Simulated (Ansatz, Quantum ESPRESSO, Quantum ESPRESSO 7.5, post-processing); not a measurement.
# 3 layers of Pd in Al(100), on the host's sites: ballistic transmission

Aim: the zero-bias transmission with pwcond for this junction: 3 layers of Pd in Al(100), on the host's sites.

Main program and level: Quantum ESPRESSO 7.5; plane-wave DFT, PBEsol, GBRV ultrasoft pseudopotentials (cross-check by Ansatz 0.2.0 with PAW datasets).

## (1) The structure

The cell holds 16 atoms: 13 Al and 3 Pd. Its edges and angles: a = 2.857 Å, b = 2.857 Å, c = 31.881 Å, α = 90.0°, β = 90.0°, γ = 90.0°. It derives from Al. Regions: left lead, 6 atoms (6 Al); channel, 4 atoms (3 Pd and 1 Al); right lead, 6 atoms (6 Al). The structure is stacked along c, and the current runs across the ab planes.

Structure file:

```cif
data_structure
_symmetry_space_group_name_H-M 'P 1'
_symmetry_Int_Tables_number 1
_cell_length_a 2.8567
_cell_length_b 2.8567
_cell_length_c 31.8810
_cell_angle_alpha 90.000
_cell_angle_beta 90.000
_cell_angle_gamma 90.000
_cell_volume 260.17
loop_
_atom_site_label
_atom_site_type_symbol
_atom_site_fract_x
_atom_site_fract_y
_atom_site_fract_z
_atom_site_occupancy
Al1 Al 0.00000 0.00000 0.00000 1
Al2 Al 0.50000 0.50000 0.06336 1
Al3 Al 0.00000 0.00000 0.12672 1
Al4 Al 0.50000 0.50000 0.19008 1
Al5 Al 0.00000 0.00000 0.25344 1
Al6 Al 0.50000 0.50000 0.31680 1
Pd7 Pd 0.00000 0.00000 0.37787 1
Pd8 Pd 0.50000 0.50000 0.43664 1
Pd9 Pd 0.00000 0.00000 0.49541 1
Al10 Al 0.50000 0.50000 0.55648 1
Al11 Al 0.00000 0.00000 0.61984 1
Al12 Al 0.50000 0.50000 0.68320 1
Al13 Al 0.00000 0.00000 0.74656 1
Al14 Al 0.50000 0.50000 0.80992 1
Al15 Al 0.00000 0.00000 0.87328 1
Al16 Al 0.50000 0.50000 0.93664 1
```

## (2) SCF with pw.x

One periodic cell holds a stretch of lead, the junction and more lead; the atoms stay as built.

Input file scf.in:

```
&control
  prefix = 'scf'
  outdir = './out'
  pseudo_dir = './pseudo'
  calculation = 'scf'
  tprnfor = .true.
/
&system
  ibrav = 0
  nat = 16
  ntyp = 2
  ecutwfc = 40
  ecutrho = 200
  occupations = 'smearing'
  smearing = 'mv'
  degauss = 0.01
/
&electrons
  conv_thr = 1e-07
  mixing_beta = 0.25
  electron_maxstep = 120
  mixing_mode = 'local-TF'
/
ATOMIC_SPECIES
  Al  26.9815  al_pbesol_v1.uspp.F.UPF
  Pd  106.4200  pd_pbesol_v1.4.uspp.F.UPF
CELL_PARAMETERS angstrom
  2.85671139599365 0.00000000000000 0.00000000000000
  0.00000000000000 2.85671139599365 0.00000000000000
  0.00000000000000 0.00000000000000 31.88104671110676
ATOMIC_POSITIONS crystal
  Al  0.000000000000 0.000000000000 0.000000000000
  Al  0.500000000000 0.500000000000 0.063360529480
  Al  0.000000000000 0.000000000000 0.126721058960
  Al  0.500000000000 0.500000000000 0.190081588441
  Al  0.000000000000 0.000000000000 0.253442117921
  Al  0.500000000000 0.500000000000 0.316802647401
  Pd  0.000000000000 0.000000000000 0.377868431601
  Pd  0.500000000000 0.500000000000 0.436639470520
  Pd  0.000000000000 0.000000000000 0.495410509439
  Al  0.500000000000 0.500000000000 0.556476293638
  Al  0.000000000000 0.000000000000 0.619836823119
  Al  0.500000000000 0.500000000000 0.683197352599
  Al  0.000000000000 0.000000000000 0.746557882079
  Al  0.500000000000 0.500000000000 0.809918411559
  Al  0.000000000000 0.000000000000 0.873278941040
  Al  0.500000000000 0.500000000000 0.936639470520
K_POINTS automatic
  8 8 1 0 0 0
```

Launch:

```
$ OMP_NUM_THREADS=1 mpirun -n 2 pw.x -nk 2 -in scf.in > scf.out
```

Then come: transmission with pwcond.x; transmission with pwcond.x, with epsproj = 0.001; transmission with pwcond.x, with nenergy = 0; cross-check with Ansatz; all levels side by side; A check by hand. Settings of the main run: cutoff 40 Ry, smearing, Marzari-Vanderbilt smearing, smearing width 0.01 Ry, SCF threshold 1.00e-7 Ry, gbrv-pbesol-1.5 potentials, 8×8×1 k-mesh, mpi ranks 2, pools 2, omp threads 1, 3 layers.

Before running: what should come out for the conductance from T at the Fermi level, a cell (G₀ = 2e²/h)?

The junction conducts 0.323 G₀ a cell at the Fermi level (PBEsol, GBRV ultrasoft). At the Fermi level the junction passes 20 % of what the leads offer. At the Fermi level pwcond and Ansatz differ by 11 %.

| Quantity | Value |
| --- | --- |
| conductance from T at the Fermi level, a cell (G₀ = 2e²/h) | 0.323 G₀ |
| conductance per area | 307 S/μm² |
| lead channels per spin | 1.61 |
| the same conductance by Ansatz | 0.365 G₀ |

Points with over 2.5 times the mean carry 40 % of T, so the mean leans on few points, and the mesh was not tested. Over -0.4 to 0.4 eV, T lies between 0.32 and 0.39 per spin. The geometry is as built, not relaxed, and the leads are short.

[Logs are printed without paths, hosts, clocks, repeated set-up lines and the standing remarks that a program may print on its own settings, such as how far it seeks lower states.]

[Hosts, paths, dates, database ids (printed as entryN), source tags and the programs' standing remarks are cut or masked in the printed files.]

[Maps of the electrostatic potential energy from Ansatz leave out the sawtooth potential of an applied field or a dipole correction, so their vacuum need not be flat; planar profiles and work functions include it.]
